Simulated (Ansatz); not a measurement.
# ZnCu: strain and displacement

```yaml
crystal:
  lattice:
    - [2.94500, 0.00000, 0.00000]
    - [0.00000, 2.94500, 0.00000]
    - [0.00000, 0.00000, 2.94500]
  atoms:
    - { symbol: Zn, position: [0.50000, 0.50000, 0.50000] }
    - { symbol: Cu, position: [0.00000, 0.00000, 0.00000] }
```

Atoms are numbered in the order listed.

The cell is COD entry 9008814, as deposited and not checked against the literature; nothing was relaxed.

These are results of DFT, PBE, PAW with Ansatz's default frozen-core files, scalar-relativistic in Ansatz 0.2.0, not measurements.

Numerical set-up: a Γ-centred 14×14×14 k mesh, Fermi–Dirac smearing of 0.08 eV, cutoff 420 eV, no spin polarisation.

The unchanged cell is at 2.28 GPa.

In a metal, stresses and small energies carry noise from the k mesh.

x, y and z are the Cartesian axes of the cell as listed; fractional coordinates follow a strain, and an engineering shear is twice the off-diagonal strain component.

Task: With this change (xy engineering shear strain of -2 %), what becomes of the energy and stress?

Result: Energy change +1.6 meV/atom; stress change (xx, yy, zz, yz, xz, xy) 0.05, 0.05, 0.09, 0.00, 0.00, 1.93 GPa, compression positive.

Task: With this change (z strained by +1.5 % at fixed volume), what becomes of the energy and stress?

Result: Energy change +0.4 meV/atom; stress change (xx, yy, zz, yz, xz, xy) 0.18, 0.18, -0.29, 0.00, 0.00, 0.00 GPa, compression positive.

With atom 1 (Zn) moved by (0.0849, 0.0849, 0.0000) Å: energy change +17.7 meV/atom; stress change (xx, yy, zz, yz, xz, xy) 0.66, 0.66, 1.09, 0.00, 0.00, 0.81 GPa, compression positive; change of the force on Zn1 (-0.422, -0.422, 0.000) eV/Å.

Task: What force constant does this one finite step give for Zn1 along its displacement (all its periodic images move with it)?

Result: k = −ΔF·u/|u|² = 4.97 eV/Å², so the force pulls the atom back.
